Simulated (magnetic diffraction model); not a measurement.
## Pr2Pb: the ordered moment from one line

Space group P31m (no. 157), a = 7.3000 Å, c = 7.0920 Å.

| site | atom | x | y | z |
| --- | --- | --- | --- | --- |
| 3c | Pb | 0.7312 | 0.7312 | 0.9981 |
| 3c | Pr | 0.3865 | 0.3865 | 0.7299 |
| 2b | Pr | 1/3 | 2/3 | 0.2092 |
| 1a | Pr | 0 | 0 | 0.3282 |

This is a made-up structure (elements placed in a structure type, unrelaxed), so the numbers test the method and describe no known phase.

Only Pr is taken to order (form factors of Pr3+); orders and moment sizes are assumed, and not adapted to the symmetry. Radiation: neutrons of λ = 2.567 Å, 5° to 70°; isotropic B of 0.54 Å² (Pb) and 0.44 Å² (Pr). The intensities are simulated: I ∝ L Σ (|F_N|² + |F_M⊥|²) for unpolarised neutrons, with F_M = 2.695 fm/μB × Σ f(s) S exp(2πi Q·r) exp(−B s²) at Q = H ± k (one set where k and −k are equivalent), only the part normal to Q counting and L = 1/(sin²θ cos θ). For collinear order S is the moment m, which repeats by lattice and centring translations R with the sign exp(−2πi k·R). Form factors are spin-only for 3d ions and dipole or tabulated for f ions, scattering lengths are Sears's of 1992, and absorption is left out. A label names one of the reflections at its angle. The strongest nuclear line in the range is 100, and lines under 0.2 are left out.

In a first state the assumed order is k = (0 1/2 1/2), collinear moments along [120], 3 μB on Pr; signs + at (0.3865, 0.3865, 0.7299), + at (0, 0.6135, 0.7299), − at (0.6135, 0, 0.7299), + at (1/3, 2/3, 0.2092), + at (2/3, 1/3, 0.2092), − at (0, 0, 0.3282), with this pattern:

```
2θ (°)         index  nuclear  magnetic
 15.63   (0 1/2 1/2)      0.0      61.3
 20.85       (0 0 1)     50.0       0.0
 22.81  (1 -1/2 1/2)      0.0      11.5
 23.43       (1 0 0)      3.9       0.0
 31.56       (1 0 1)      3.9       0.0
 32.93   (1 1/2 1/2)      0.0      21.9
 33.70   (0 1/2 3/2)      0.0      24.2
 37.05   (0 3/2 1/2)      0.0       0.8
 37.74  (1 -1/2 3/2)      0.0       8.6
 41.18       (1 1 0)      7.0       0.0
 42.44       (0 0 2)      0.6       0.0
 44.30  (2 -1/2 1/2)      0.0      32.1
 44.90   (1 1/2 3/2)      0.0      20.6
 46.59       (1 1 1)    100.0       0.0
 47.91       (2 0 0)      0.4       0.0
 48.15   (0 3/2 3/2)      0.0       1.0
```
(The table stops after 16 lines; 18 more lie at higher angle.)

**Question.** Nearer the ordering temperature the line at 15.63° has total intensity 5.5 on the same scale, and all moments have shrunk alike. How large is the Pr moment?

The nuclear part, 0.0, stays, so the magnetic part is 5.5 against 61.3. It goes as m², so m = 3 × √(5.5/61.3) = 0.90 μB; the value used was 0.9 μB.

[Logs are printed without paths, hosts, clocks, repeated set-up lines and the standing remarks that a program may print on its own settings, such as how far it seeks lower states.]
